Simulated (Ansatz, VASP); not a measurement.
# Pb: VASP beside Ansatz

```
Pb
1.0
     0.00000    2.49475    2.49475
     2.49475    0.00000    2.49475
     2.49475    2.49475    0.00000
Pb
1
Direct
  0.00000 0.00000 0.00000
```

Alike in both runs: task single point; functional PBE; k mesh 13 × 13 × 13; occupations fermi-dirac, width 0.05 eV; no spin polarisation.

|  | VASP | Ansatz |
| --- | --- | --- |
| version | VASP 6.6.1 | Ansatz 0.2.0 |
| potentials or method | VASP PAW PBE potentials, release 64 (Pb_d), cutoff 520 eV | all-electron LAPW, scalar-relativistic |

Ansatz gave:

* pressure (GPa): 1.3

**Question.** What did VASP give for the same quantities?

**Answer.** Pressure (GPa): 1.2.

Ansatz ran all-electron here, so the differences hold the error of VASP's frozen core and of both bases.

Spin-orbit coupling is left out, which matters for the levels of Pb.
